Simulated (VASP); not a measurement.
A run of VASP 6.6.1 is set up as follows.

File INCAR:

```
PREC = Accurate ; ENCUT = 520
EDIFF = 1E-6 ; ISMEAR = 1
SIGMA = 0.1 ; LREAL = F
LASPH = T ; NELM = 80
ALGO = Normal ; ISIF = 2
LWAVE = F ; LCHARG = F
LDIPOL = T ; IDIPOL = 3
DIPOL = 0.5 0.5 0.500 ; GGA = PS
NBANDS = 43 ; LVHAR = T
LVACPOTAV = T ; ICORELEVEL = 1
KPAR = 2
```

The input KPOINTS:

```
regular mesh
0
Gamma
  12 12 1
```

POSCAR

```
Pb                                      
1.0
    3.4891052700      0.0000000000      0.0000000000
   -1.7445526400      3.0216538000      0.0000000000
    0.0000000000      0.0000000000     26.3953701100
  Pb            
     5
Direct
     0.6666666699999979    0.3333333300000021    0.2916570901028440
     0.3333333300000021    0.6666666699999979    0.3922760494827454
     0.0000000000000000    0.0000000000000000    0.5000000000000000
     0.6666666699999979    0.3333333300000021    0.6077239505172546
     0.3333333300000021    0.6666666699999979    0.7083429098971560
```

Potentials or basis: VASP PAW PBE potentials, release 64 (Pb_d).

Launch:

```console
$ cat potpaw_PBE.64/Pb_d/POTCAR > POTCAR
$ mpirun -np 2 vasp_std > vasp.out
```

**Question.** What does it give for the band gap on the k mesh?

**Answer.** None (metal or under the smearing width).

**Question.** What does it give for the work function of the upper face?

**Answer.** 3.56 eV.

Core levels (eV, on the scale of the bands):
```tsv
atom	levels
1 Pb	1s -88085.5, 2s -15747.0, 2p -13501.8, 3s -3775.2, 3p -3131.8, 3d -2476.8, 4s -849.8, 4p -639.0, 4d -395.4, 4f -126.4, 5s -137.5, 5p -79.2
2 Pb	1s -88085.4, 2s -15746.9, 2p -13501.7, 3s -3775.2, 3p -3131.7, 3d -2476.7, 4s -849.7, 4p -638.9, 4d -395.3, 4f -126.3, 5s -137.5, 5p -79.1
3 Pb	1s -88085.5, 2s -15747.0, 2p -13501.8, 3s -3775.3, 3p -3131.8, 3d -2476.9, 4s -849.8, 4p -639.0, 4d -395.4, 4f -126.4, 5s -137.6, 5p -79.3
4 Pb	1s -88085.4, 2s -15746.9, 2p -13501.7, 3s -3775.2, 3p -3131.7, 3d -2476.7, 4s -849.7, 4p -638.9, 4d -395.3, 4f -126.3, 5s -137.5, 5p -79.1
5 Pb	1s -88085.5, 2s -15747.0, 2p -13501.8, 3s -3775.2, 3p -3131.8, 3d -2476.8, 4s -849.8, 4p -639.0, 4d -395.4, 4f -126.4, 5s -137.5, 5p -79.2
```

 Spin-orbit coupling is left out, which matters for the levels of Pb.
